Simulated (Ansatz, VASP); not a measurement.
**Zn: VASP beside Ansatz**

File INCAR:

```
PREC = Accurate
ENCUT = 520
EDIFF = 1E-7
ISMEAR = 0
SIGMA = 0.2
LREAL = False
LASPH = True
NELM = 100
ALGO = Normal
ISIF = 2
LWAVE = False
LCHARG = False
NBANDS = 19
```

KPOINTS

```
regular mesh
0
Gamma
  14 14 7
```

Contents of POSCAR:

```
Zn
1.0
    2.5709734941      0.0000000000      0.0000000000
   -1.2854867470      2.2265283583      0.0000000000
    0.0000000000      0.0000000000      4.7361908757
Zn
2
Direct
    0.3333333333      0.6666666667      0.2500000000
    0.6666666667      0.3333333333      0.7500000000
```

Input for Ansatz:

```yaml
crystal:
  lattice:
    - [2.5709734941, 0.0, 0.0]
    - [-1.285486747, 2.2265283583, 0.0]
    - [0.0, 0.0, 4.7361908757]
  atoms:
    - { symbol: Zn, position: [0.3333333333, 0.6666666667, 0.25] }
    - { symbol: Zn, position: [0.6666666667, 0.3333333333, 0.75] }
hamiltonian:
  xc: lda
  pseudopotentials:
    kind: paw
    azcp:
      Zn: "pseudopotentials/Zn.paw.azcp"
basis:
  ecutwfc: 420
  fft_grid_basis: typed
kpoints:
  mp_grid: { grid: [14, 14, 7], shift: [0, 0, 0] }
magnetization:
  spin_polarized: false
scf:
  occupations: { method: gaussian, width: 0.2 }
  lower_state_search: "off"
output:
  stress: true
```

Alike in both runs: task single point; functional LDA; k mesh 14 × 14 × 7; occupations gaussian, width 0.2 eV; no spin polarisation.

|  | VASP | Ansatz |
| --- | --- | --- |
| version | VASP 6.6.1 | Ansatz 0.2.0 |
| potentials or method | VASP PAW LDA potentials, release 64 (Zn) | plane waves (420 eV) with PAW, scalar-relativistic |
| plane-wave cutoff (eV) | 520 | 420 |
| valence electrons in the cell | 24 | 24 |

```csv
,VASP,Ansatz,Ansatz less VASP
pressure (GPa),0.8,0.0,-0.73
largest component of the traceless stress (GPa),1.54,1.32,-0.220
```

Ansatz warned: «pseudo_functional_mismatch».
